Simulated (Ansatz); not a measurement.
**MgO: the band gap up the ladder of functionals**

An exercise on one series of results from a longer session: the logs are not shown, and one member is left open.

The runs shown are made with Ansatz 0.2.0. PAW datasets, plane waves. The calculation is spin-unpolarised, and the structure need not be a phase that has been made.

### The system as given

The cell was relaxed beforehand with r2SCAN.

The symmetry is Pm-3m (No. 221, cubic); conventional cell a = 2.623 Å, 9.03 Å³ an atom. Around Mg lie 8 O at 2.27 Å; around O lie 8 Mg at 2.27 Å.

The structure in full:

```
Mg O
1.0
     2.62335    0.00000    0.00000
     0.00000    2.62335    0.00000
     0.00000    0.00000    2.62335
Mg O
1 1
Direct
  0.00000 0.00000 0.00000
  0.50000 0.50000 0.50000
```

Set-up of the first run:

The input, input.yaml:

```yaml
crystal:
  lattice:
    - [2.6233490555, 0.0, 0.0]
    - [0.0, 2.6233490555, 0.0]
    - [0.0, 0.0, 2.6233490555]
  atoms:
    - { symbol: Mg, position: [0.0, 0.0, 0.0] }
    - { symbol: O, position: [0.5, 0.5, 0.5] }
kpoints:
  mp_grid: { grid: [10, 10, 10] }
  band_path:
    path:
      - [[0.0, 0.0, 0.0], [-2.9943068599e-70, 0.5, 1.223582212175e-35], [0.5, 0.5, -3.670746636524e-35], [0.0, 0.0, 0.0], [0.5, 0.5, 0.5], [-2.9943068599e-70, 0.5, 1.223582212175e-35]]
      - [[0.5, 0.5, 0.5], [0.5, 0.5, -3.670746636524e-35]]
    npoints: 10
hamiltonian:
  xc: pbe
scf:
  occupations: { method: fermi_dirac, width: 0.02 }
  n_extra_bands: 4
output:
  forces: true
  stress: true
  eigenvalues: true
  write_density: true
  write_potential: true
  elf: true
  volumetric_format: npy
```

On the command line:

```bash
ansatz run input.yaml --threads 4 --pin off --max-ram 7372MiB --backend cpu --events-out ev --progress --plain --runs-dir out
```

Steps of the session up to this table: PBE band path; Single point with r2SCAN; Single point with HSE06; PBE0; Single point with LDA; G0W0 on PBE; One-shot GW from PBE; DDH-PBE0 at the same geometry; Single point with LC-ωPBE; Hartree-Fock.

One table of the session follows, with a row left open; its other results are not shown here.

| level | gap (eV) |
| --- | --- |
| PBE | 2.64 |
| r2SCAN | ? |
| HSE06 | 4.20 |
| PBE0 | 4.94 |
| LDA | 2.57 |
| G0W0@PBE (53 empty bands) | 4.40 |
| G0W0@PBE (133 empty bands) | 4.62 |
| DDH-PBE0 | 5.12 |
| LC-ωPBE | 9.80 |
| Hartree-Fock | 12.94 |

Q: Estimate the row for r2SCAN from the others.

**Answer.** gap (eV): 3.49. In the column «gap (eV)» it lies between PBE (2.64) and HSE06 (4.20).

Meshes: PBE 10×10×10, r2SCAN 10×10×10, HSE06 6×6×6, PBE0 6×6×6, LDA 10×10×10, DDH-PBE0 6×6×6, LC-ωPBE 6×6×6, Hartree-Fock 6×6×6.

Against G0W0@PBE, PBE is short by 1.98 eV, at 57 % of it, and r2SCAN 76 %. PBE0 lies 0.74 eV above HSE06, which differs from it by screening the long-range exchange. Hartree-Fock lies above G0W0@PBE by 8.3 eV. No extrapolation in bands, cutoff or mesh was made for G0W0.

Caveats from the session: Warnings in the runs' records: stress scf threshold loose, stress exchange threshold loose.
